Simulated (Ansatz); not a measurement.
## SnS2, space group P-3m1: a check of PAW against all-electron LAPW

Program: Ansatz's Python interface.

Script `run_paw_lapw.py`:
```python
# -*- coding: utf-8 -*-
import ansatz as az
import numpy as np
import pandas as pd


def count_gap(report):
    # lowest empty less highest filled band, counting bands; zero where they overlap
    return max(report.get("gap_by_band_count_ev") or 0.0, 0.0)

system = (
    az.Lattice.from_parameters(3.639, 3.639, 5.868, alpha=90, beta=90, gamma=120)
    .space_group(164)
    .atom("Sn", (0.0, 0.0, 0.0))
    .atom("S", (1 / 3, 2 / 3, 0.25))
)

setup = (
    system.calculation()
    .functional(az.Functional.LDA)
    .occupations("Fixed")
    .kpoints(12, 12, 4)
    .stress()
    .forces()
    .band_table()
)
variants = {
    "PAW": setup.pseudopotentials("paw"),
    "LAPW": setup.pseudopotentials("all_electron", lapw=True),
}
rows = []
for label, variant in variants.items():
    data = variant.run(threads=1, backend="cpu").report
    levels = np.array(data["eigenvalues_ev"][0]) - data["fermi_energy_ev"]
    print(label, "levels at the first k-point near E_F:", np.round(levels[np.abs(levels) < 5], 3))
    rows.append((label, data["n_electrons"], np.trace(data["stress_gpa"]) / 3, float(np.abs(data["forces_ev_ang"]).max()), count_gap(data)))
print(pd.DataFrame(rows, columns=["treatment", "electrons in bands", "P GPa", "max force component eV/A", "gap by band count eV"]).round(4).to_string(index=False))
```

```console
$ python run_paw_lapw.py
DeckWarning: basis.ecutwfc = 420 eV, auto-derived from the records' recommended cutoffs: set by Sn (normal level)
PAW levels at the first k-point near E_F: [-0.688 -0.688 -0.386 -0.386 -0.008  1.714  3.427]
LAPW levels at the first k-point near E_F: [-0.685 -0.685 -0.383 -0.383 -0.01   1.721  3.43 ]
treatment  electrons in bands   P GPa  max force component eV/A  gap by band count eV
      PAW                26.0 -0.6869                    0.0045                1.2726
     LAPW                50.0 -0.6886                    0.0035                1.2759
```
(Warnings from the package without file and line.)

PAW gives -0.687 GPa and LAPW -0.689 GPa, 0.002 GPa apart. They took 2.0 and 14.9 s of processor time.

Reading the output:
- Semilocal gaps usually lie well under measured ones.
- The computed bands are complete only to about 5.0 eV above the Fermi level.
- The Fermi level of a run with fixed occupations marks the highest occupied state on its mesh, not mid-gap.
- The starting cell is as deposited in a crystallographic database; the results hold for this polymorph, which needn't be the stable one.
- Levels are Kohn-Sham eigenvalues on this mesh, without spin-orbit coupling.
- Pressure is positive in compression; the treatments may keep other shells as core, so totals and counts of electrons can differ.
- Hardware and time: 18 s on 1 thread of Intel(R) Xeon(R) 6975P-C (Granite Rapids), with other jobs on the host, peak memory 0.75 GiB.
